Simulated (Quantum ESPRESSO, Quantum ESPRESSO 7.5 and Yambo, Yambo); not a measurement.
**Quasiparticle gap of MgO (Fm-3m) in Yambo**

Wanted: ground state, empty states, screening and self-energy for MgO (Fm-3m).

Main program and level: Quantum ESPRESSO 7.5 and Yambo 5.3.0; PBE and many-body steps on it, plane waves.

**What was measured.**

- Gap 7.83 eV: literature experimental gap; bulk crystal (quoted in “Electronic structure of alkaline earth and post-transition metal oxides”, 2009, arxiv:0908.1581).

## (1) Set-up

Symmetry: Fm-3m, No. 225, cubic system. The conventional cell has a = 4.194 Å, b = 4.194 Å, c = 4.194 Å, α = 90.00°, β = 90.00°, γ = 90.00°. Nearest to Mg lie 6 O at 2.10 Å. Nearest to O lie 6 Mg at 2.10 Å. Farther neighbours and most contacts between anions are not listed.

The cell and positions are those that the Materials Project relaxed with its own functionals (PBE, PBE+U or r2SCAN), kept fixed.

## (2) Ground state

This step: Quantum ESPRESSO 7.5; DFT, PBE, plane waves, norm-conserving pseudopotentials.

The ground-state density comes first.

pw.in

```
&control
  calculation = 'scf'
  prefix = 'x'
  outdir = 'o'
  pseudo_dir = 'pseudo'
/
&system
  ibrav = 0
  nat = 2
  ntyp = 2
  ecutwfc = 76.0
  nbnd = 13
  force_symmorphic = .true.
/
&electrons
  conv_thr = 1e-10
  electron_maxstep = 80
  mixing_beta = 0.5
/
ATOMIC_SPECIES
  Mg 24.305 Mg.upf
  O 15.999 O.upf
CELL_PARAMETERS angstrom
  -0.0000000000 2.0970013927 2.0970013927
  2.0970013927 -0.0000000000 2.0970013927
  2.0970013927 2.0970013927 -0.0000000000
ATOMIC_POSITIONS crystal
  Mg 0.0000000000 0.0000000000 0.0000000000
  O 0.5000000000 0.5000000000 0.5000000000
K_POINTS automatic
  8 8 8 0 0 0
```

Command:

```sh
> OMP_NUM_THREADS=1 mpirun -n 4 pw.x -nk 4 -in pw.in > pw.out
```

The log of the run:

```text
Program PWSCF v.7.5 starts

     This program is part of the open-source Quantum ESPRESSO suite
     for quantum simulation of materials; please cite
         "P. Giannozzi et al., J. Phys.:Condens. Matter 21 395502 (2009);
         "P. Giannozzi et al., J. Phys.:Condens. Matter 29 465901 (2017);
         "P. Giannozzi et al., J. Chem. Phys. 152 154105 (2020);
     in publications or presentations arising from this work. More details at
     Message from routine setup:
     using ibrav=0 with symmetry is DISCOURAGED, use correct ibrav instead

     G-vector sticks info

     bravais-lattice index     =            0
     lattice parameter (alat)  =       5.6042  a.u.
     unit-cell volume          =     124.4580 (a.u.)^3
     number of atoms/cell      =            2
     number of atomic types    =            2
     number of electrons       =        16.00
     number of Kohn-Sham states=           13
     kinetic-energy cutoff     =      76.0000  Ry
     charge density cutoff     =     304.0000  Ry
     scf convergence threshold =      1.0E-10
     mixing beta               =       0.5000
     number of iterations used =            8  plain     mixing
     Exchange-correlation= PBE
                           (   1   4   3   4   0   0   0)

     celldm(1)=   5.604187  celldm(2)=   0.000000  celldm(3)=   0.000000
     celldm(4)=   0.000000  celldm(5)=   0.000000  celldm(6)=   0.000000

     crystal axes: (cart. coord. in units of alat)
               a(1) = (  -0.000000   0.707107   0.707107 )
               a(2) = (   0.707107  -0.000000   0.707107 )
               a(3) = (   0.707107   0.707107  -0.000000 )

     reciprocal axes: (cart. coord. in units 2 pi/alat)
               b(1) = ( -0.707107  0.707107  0.707107 )
               b(2) = (  0.707107 -0.707107  0.707107 )
               b(3) = (  0.707107  0.707107 -0.707107 )
     Pseudo is Norm-conserving, Zval = 10.0
     Generated using ONCVPSP code by D. R. Hamann
     Using radial grid of 1510 points,  4 beta functions with:
     Pseudo is Norm-conserving + core correction, Zval =  6.0
     Generated using ONCVPSP code by D. R. Hamann
     Using radial grid of  936 points,  5 beta functions with:
     Mg               10.00    24.30500     Mg( 1.00)
     O                 6.00    15.99900     O ( 1.00)

     48 Sym. Ops., with inversion, found

   Cartesian axes

     site n.     atom                  positions (alat units)
         1        Mg     tau(   1) = (   0.0000000   0.0000000   0.0000000  )
         2        O      tau(   2) = (   0.7071068   0.7071068   0.7071068  )

     number of k points=    29
                       cart. coord. in units 2pi/alat
        k(    1) = (   0.0000000   0.0000000   0.0000000), wk =   0.0039062
        k(    2) = (   0.0883883   0.0883883  -0.0883883), wk =   0.0312500
        k(    3) = (   0.1767767   0.1767767  -0.1767767), wk =   0.0312500
        k(    4) = (   0.2651650   0.2651650  -0.2651650), wk =   0.0312500
        k(    5) = (  -0.3535534  -0.3535534   0.3535534), wk =   0.0156250
        k(    6) = (   0.1767767   0.0000000   0.0000000), wk =   0.0234375
        k(    7) = (   0.2651650   0.0883883  -0.0883883), wk =   0.0937500
        k(    8) = (   0.3535534   0.1767767  -0.1767767), wk =   0.0937500
        k(    9) = (  -0.2651650  -0.4419417   0.4419417), wk =   0.0937500
        k(   10) = (  -0.1767767  -0.3535534   0.3535534), wk =   0.0937500
     [... 17 further rows ...]
        k(   28) = (  -0.7071068   0.1767767  -0.0000000), wk =   0.0468750
        k(   29) = (  -0.7071068   0.3535534   0.0000000), wk =   0.0234375

     Dense  grid:    11113 G-vectors     FFT dimensions: (  32,  32,  32)

     Initial potential from superposition of free atoms

     starting charge      15.9992, renormalised to      16.0000
     Starting wfcs are    9 randomized atomic wfcs +    4 random wfcs

     per-process dynamical memory:    13.0 Mb

     Self-consistent Calculation

     iteration #  1     ecut=    76.00 Ry     beta= 0.50

     total energy              =    -151.98565451 Ry
     estimated scf accuracy    <       0.38484898 Ry

     iteration #  2     ecut=    76.00 Ry     beta= 0.50

     total energy              =    -152.09104709 Ry
     estimated scf accuracy    <       0.05835942 Ry

     iteration #  3     ecut=    76.00 Ry     beta= 0.50

     total energy              =    -152.10062289 Ry
     estimated scf accuracy    <       0.00317989 Ry

     iteration #  4     ecut=    76.00 Ry     beta= 0.50

     total energy              =    -152.10079175 Ry
     estimated scf accuracy    <       0.00008100 Ry

     iteration #  5     ecut=    76.00 Ry     beta= 0.50

     total energy              =    -152.10080590 Ry
     estimated scf accuracy    <       0.00000244 Ry

     iteration #  6     ecut=    76.00 Ry     beta= 0.50

     total energy              =    -152.10080622 Ry
     estimated scf accuracy    <       0.00000032 Ry

     iteration #  7     ecut=    76.00 Ry     beta= 0.50

     total energy              =    -152.10080622 Ry
     estimated scf accuracy    <       0.00000004 Ry

     iteration #  8     ecut=    76.00 Ry     beta= 0.50

     total energy              =    -152.10080623 Ry
     estimated scf accuracy    <          2.6E-09 Ry

     iteration #  9     ecut=    76.00 Ry     beta= 0.50

     End of self-consistent calculation

          k = 0.0000 0.0000 0.0000 (  1411 PWs)   bands (ev):

   -64.1039 -30.8548 -30.8548 -30.8548  -9.0394   8.2133   8.2133   8.2133
    13.1081  24.2494  24.2494  24.2494  28.0511

          k = 0.0884 0.0884-0.0884 (  1405 PWs)   bands (ev):

   -64.1025 -30.8681 -30.8561 -30.8561  -8.8674   7.2649   8.1108   8.1108
    14.0128  22.5118  24.6067  24.6067  29.0607

          k = 0.1768 0.1768-0.1768 (  1390 PWs)   bands (ev):

   -64.0993 -30.8995 -30.8593 -30.8593  -8.4208   5.5520   7.8738   7.8738
    15.4521  20.9345  25.0825  25.0825  28.6544

          k = 0.2652 0.2652-0.2652 (  1410 PWs)   bands (ev):

     [... further k-points ...]

     highest occupied, lowest unoccupied level (ev):     8.2133   13.1081

!    total energy              =    -152.10080623 Ry
     estimated scf accuracy    <          3.6E-11 Ry

     The total energy is the sum of the following terms:
     one-electron contribution =     -73.72474351 Ry
     hartree contribution      =      41.30826807 Ry
     xc contribution           =     -24.50956510 Ry
     ewald contribution        =     -95.17476569 Ry

     convergence has been achieved in   9 iterations

     XML data file, charge density, pseudopotentials, collected wavefunctions

=------------------------------------------------------------------------------=
   JOB DONE.
=------------------------------------------------------------------------------=
```

Elapsed: 2.2 s, on 4 MPI ranks of Arm Neoverse V1, shared host; peak memory 0.19 GiB; 8.7 s of CPU time.

This step gave:

| Quantity | Value |
| --- | --- |
| total energy | -2069.4369 eV |
| gap | 4.895 eV |
| k of the valence top | 0, 0, 0 |
| k of the conduction bottom | 0, 0, 0 |
| least direct gap | 4.895 eV |

The gap is direct, at Γ.

## (3) Bands along the symmetry lines

The cheap functional maps the bands first; the places of the edges decide which points the dearer methods must see.

pw.in

```
&control
  calculation = 'bands'
  prefix = 'x'
  outdir = 'o'
  pseudo_dir = 'pseudo'
/
&system
  ibrav = 0
  nat = 2
  ntyp = 2
  ecutwfc = 76.0
  nbnd = 14
  force_symmorphic = .true.
/
&electrons
  conv_thr = 1e-9
  electron_maxstep = 80
  diago_full_acc = .true.
  diago_thr_init = 5e-6
/
ATOMIC_SPECIES
  Mg 24.305 Mg.upf
  O 15.999 O.upf
CELL_PARAMETERS angstrom
  -0.0000000000 2.0970013927 2.0970013927
  2.0970013927 -0.0000000000 2.0970013927
  2.0970013927 2.0970013927 -0.0000000000
ATOMIC_POSITIONS crystal
  Mg 0.0000000000 0.0000000000 0.0000000000
  O 0.5000000000 0.5000000000 0.5000000000
K_POINTS crystal
  50
  0.00000000 0.00000000 0.00000000 1
  0.06250000 0.00000000 0.06250000 1
  0.12500000 0.00000000 0.12500000 1
  0.18750000 0.00000000 0.18750000 1
  0.25000000 0.00000000 0.25000000 1
  0.31250000 0.00000000 0.31250000 1
  0.37500000 0.00000000 0.37500000 1
  0.43750000 0.00000000 0.43750000 1
  0.50000000 0.00000000 0.50000000 1
  0.51562500 0.03125000 0.51562500 1
  0.53125000 0.06250000 0.53125000 1
  0.54687500 0.09375000 0.54687500 1
  0.56250000 0.12500000 0.56250000 1
  0.57812500 0.15625000 0.57812500 1
  0.59375000 0.18750000 0.59375000 1
  0.60937500 0.21875000 0.60937500 1
  0.62500000 0.25000000 0.62500000 1
  0.37500000 0.37500000 0.75000000 1
  0.32812500 0.32812500 0.65625000 1
  0.28125000 0.28125000 0.56250000 1
  0.23437500 0.23437500 0.46875000 1
  0.18750000 0.18750000 0.37500000 1
  0.14062500 0.14062500 0.28125000 1
  0.09375000 0.09375000 0.18750000 1
  0.04687500 0.04687500 0.09375000 1
  0.00000000 0.00000000 0.00000000 1
  0.06250000 0.06250000 0.06250000 1
  0.12500000 0.12500000 0.12500000 1
  0.18750000 0.18750000 0.18750000 1
  0.25000000 0.25000000 0.25000000 1
  0.31250000 0.31250000 0.31250000 1
  0.37500000 0.37500000 0.37500000 1
  0.43750000 0.43750000 0.43750000 1
  0.50000000 0.50000000 0.50000000 1
  0.50000000 0.46875000 0.53125000 1
  0.50000000 0.43750000 0.56250000 1
  0.50000000 0.40625000 0.59375000 1
  0.50000000 0.37500000 0.62500000 1
  0.50000000 0.34375000 0.65625000 1
  0.50000000 0.31250000 0.68750000 1
  0.50000000 0.28125000 0.71875000 1
  0.50000000 0.25000000 0.75000000 1
  0.50000000 0.21875000 0.71875000 1
  0.50000000 0.18750000 0.68750000 1
  0.50000000 0.15625000 0.65625000 1
  0.50000000 0.12500000 0.62500000 1
  0.50000000 0.09375000 0.59375000 1
  0.50000000 0.06250000 0.56250000 1
  0.50000000 0.03125000 0.53125000 1
  0.50000000 0.00000000 0.50000000 1
```

The log of the run:

```text
[banner, memory and clock lines left out]
Program PWSCF v.7.5 starts

     Atomic positions and unit cell read from directory:
     o/x.save/

     Message from routine setup:
     using ibrav=0 with symmetry is DISCOURAGED, use correct ibrav instead

     G-vector sticks info

     bravais-lattice index     =            0
     lattice parameter (alat)  =       5.6042  a.u.
     unit-cell volume          =     124.4580 (a.u.)^3
     number of atoms/cell      =            2
     number of atomic types    =            2
     number of electrons       =        16.00
     number of Kohn-Sham states=           14
     kinetic-energy cutoff     =      76.0000  Ry
     charge density cutoff     =     304.0000  Ry
     Exchange-correlation= PBE
                           (   1   4   3   4   0   0   0)

     celldm(1)=   5.604187  celldm(2)=   0.000000  celldm(3)=   0.000000
     celldm(4)=   0.000000  celldm(5)=   0.000000  celldm(6)=   0.000000

     crystal axes: (cart. coord. in units of alat)
               a(1) = (  -0.000000   0.707107   0.707107 )
               a(2) = (   0.707107  -0.000000   0.707107 )
               a(3) = (   0.707107   0.707107  -0.000000 )

     reciprocal axes: (cart. coord. in units 2 pi/alat)
               b(1) = ( -0.707107  0.707107  0.707107 )
               b(2) = (  0.707107 -0.707107  0.707107 )
               b(3) = (  0.707107  0.707107 -0.707107 )
     Pseudo is Norm-conserving, Zval = 10.0
     Generated using ONCVPSP code by D. R. Hamann
     Using radial grid of 1510 points,  4 beta functions with:
     Pseudo is Norm-conserving + core correction, Zval =  6.0
     Generated using ONCVPSP code by D. R. Hamann
     Using radial grid of  936 points,  5 beta functions with:
     Mg               10.00    24.30500     Mg( 1.00)
     O                 6.00    15.99900     O ( 1.00)

     48 Sym. Ops., with inversion, found

   Cartesian axes

     site n.     atom                  positions (alat units)
         1        Mg     tau(   1) = (   0.0000000   0.0000000   0.0000000  )
         2        O      tau(   2) = (   0.7071068   0.7071068   0.7071068  )

     number of k points=    50
                       cart. coord. in units 2pi/alat
        k(    1) = (   0.0000000   0.0000000   0.0000000), wk =   0.0400000
        k(    2) = (   0.0000000   0.0883883   0.0000000), wk =   0.0400000
        k(    3) = (   0.0000000   0.1767767   0.0000000), wk =   0.0400000
[...]
[... 38 further rows ...]
        k(   49) = (   0.0441942   0.7071068   0.0000000), wk =   0.0400000
        k(   50) = (   0.0000000   0.7071068   0.0000000), wk =   0.0400000

     Dense  grid:    11113 G-vectors     FFT dimensions: (  32,  32,  32)

     The potential is recalculated from file :
     o/x.save/charge-density

     Starting wfcs are    9 randomized atomic wfcs +    5 random wfcs

     Band Structure Calculation

     End of band structure calculation

          k = 0.0000 0.0000 0.0000 (  1411 PWs)   bands (ev):

   -64.1039 -30.8549 -30.8549 -30.8549  -9.0394   8.2133   8.2133   8.2133
    13.1082  24.2494  24.2494  24.2494  28.0511  30.0888

          k = 0.0000 0.0884 0.0000 (  1399 PWs)   bands (ev):

   -64.1035 -30.8580 -30.8558 -30.8558  -8.9808   7.9049   8.1517   8.1517
    13.4594  23.4237  24.3842  24.3842  29.0710  29.1425

          k = 0.0000 0.1768 0.0000 (  1399 PWs)   bands (ev):

   -64.1021 -30.8672 -30.8591 -30.8591  -8.8133   7.1868   7.9813   7.9813
    14.3084  22.0059  24.7577  24.7577  27.3189  30.5759

          k =-0.0000 0.2652 0.0000 (  1383 PWs)   bands (ev):

[...]
k = 0.0000 0.4419-0.0000 (  1383 PWs)   bands (ev):

[...]
k =-0.0000 0.5303 0.0000 (  1379 PWs)   bands (ev):

[...]
k = 0.0000 0.6187-0.0000 (  1383 PWs)   bands (ev):

[...]
k = 0.4640 0.4640-0.0000 (  1384 PWs)   bands (ev):

[...]
k = 0.3315 0.3315-0.0000 (  1388 PWs)   bands (ev):

[...]
k = 0.3094 0.7071-0.0000 (  1402 PWs)   bands (ev):

[...]
k = 0.2210 0.7071-0.0000 (  1398 PWs)   bands (ev):

[...]
k = 0.1768 0.7071-0.0000 (  1390 PWs)   bands (ev):

[...]
k = 0.0442 0.7071 0.0000 (  1380 PWs)   bands (ev):

   -64.0917 -30.9300 -30.8848 -30.8845  -7.4587   4.1431   6.8236   6.8457
    17.5205  18.4285  21.4225  27.2705  27.4429  34.1183

          k = 0.0000 0.7071 0.0000 (  1362 PWs)   bands (ev):

   -64.0917 -30.9301 -30.8842 -30.8842  -7.4612   4.1242   6.8628   6.8628
    17.4582  18.3678  21.4446  27.4034  27.4034  34.0357

     XML data file, pseudopotentials, collected wavefunctions
```

It took 1.5 s on 4 MPI ranks; peak memory 0.05 GiB; 5.5 s of CPU time.

This step gave:

- gap: 4.895 eV
- k of the valence top: 0, 0, 0
- k of the conduction bottom: 0, 0, 0
- least direct gap: 4.895 eV

The gap is 4.895 eV, as in the run before at this level.

The electronic bands at the labelled points (eV, zero at the top of the highest filled band; v1 is the highest filled band, c1 the lowest empty one):

| point | v4 | v3 | v2 | v1 | c1 | c2 | c3 | c4 |
| --- | --- | --- | --- | --- | --- | --- | --- | --- |
| Γ | -17.25 | 0.00 | 0.00 | 0.00 | 4.89 | 16.04 | 16.04 | 16.04 |
| halfway | -16.47 | -2.63 | -0.74 | -0.74 | 8.23 | 11.31 | 15.69 | 17.68 |
| X | -15.67 | -4.09 | -1.35 | -1.35 | 9.24 | 10.15 | 13.23 | 19.19 |
| halfway | -15.66 | -3.94 | -1.80 | -1.30 | 9.63 | 10.67 | 13.07 | 18.82 |
| U | -15.65 | -3.50 | -2.72 | -1.14 | 10.22 | 11.95 | 12.66 | 18.34 |
| jump to K | -15.65 | -3.50 | -2.72 | -1.14 | 10.22 | 11.95 | 12.66 | 18.34 |
| halfway | -16.39 | -2.94 | -1.18 | -0.39 | 8.32 | 12.13 | 15.56 | 18.15 |
| Γ | -17.25 | 0.00 | 0.00 | 0.00 | 4.89 | 16.04 | 16.04 | 16.04 |
| halfway | -16.63 | -2.66 | -0.34 | -0.34 | 7.24 | 12.72 | 16.87 | 16.87 |
| L | -15.90 | -4.64 | -0.65 | -0.65 | 8.02 | 12.76 | 16.49 | 16.49 |
| halfway | -15.76 | -4.02 | -1.94 | -0.99 | 9.80 | 12.34 | 13.67 | 17.10 |
| W | -15.61 | -2.96 | -2.96 | -1.78 | 11.77 | 11.77 | 12.35 | 15.74 |
| halfway | -15.64 | -3.79 | -1.90 | -1.57 | 10.13 | 11.04 | 12.89 | 17.56 |
| X | -15.67 | -4.09 | -1.35 | -1.35 | 9.24 | 10.15 | 13.23 | 19.19 |

The electronic bands as a text plot (rows in eV, shown from -8.0 to 10.9 only):

```
   10.5 |       ++ +++++  ++++                         +     ++++
    9.7 |         +++ ++++    ++                      +       ++
    8.9 |       ++   +                              ++          +
    8.1 |     ++                +              +++++
    7.4 |    +                   ++         +++
    6.6 |                          ++      +
    5.8 |  ++                            ++
    5.0 |++                          ++++
    4.2 |
    3.4 |
    2.6 |
    1.8 |
    1.1 |
    0.3 |**                        ********
   -0.5 | ******            **********  *  ***********
   -1.3 |  **   ************    *  **    **         ******   ****
   -2.1 |    *         **   **** **        *          **  ****
   -2.9 |     ****       ***    *           *           ****
   -3.7 |         *** **********             **       ***   ****
   -4.5 |            *                         *******          *
   -5.2 |
   -6.0 |
   -6.8 |
   -7.6 |
         Γ           X  U|K            Γ         L        W     X
```

[end of part 1 of 3]

[Paths, hosts, dates, memory and timing lines, banners, echoed tables and standing remarks are left out of the program output.]

[Logs are printed without paths, hosts, clocks, repeated set-up lines and the standing remarks that a program may print on its own settings, such as how far it seeks lower states.]

[Runs of the session that timed out or met a known fault of the program may be left out.]

[Hosts, paths, dates, database ids (printed as entryN), source tags and the programs' standing remarks are cut or masked in the printed files.]
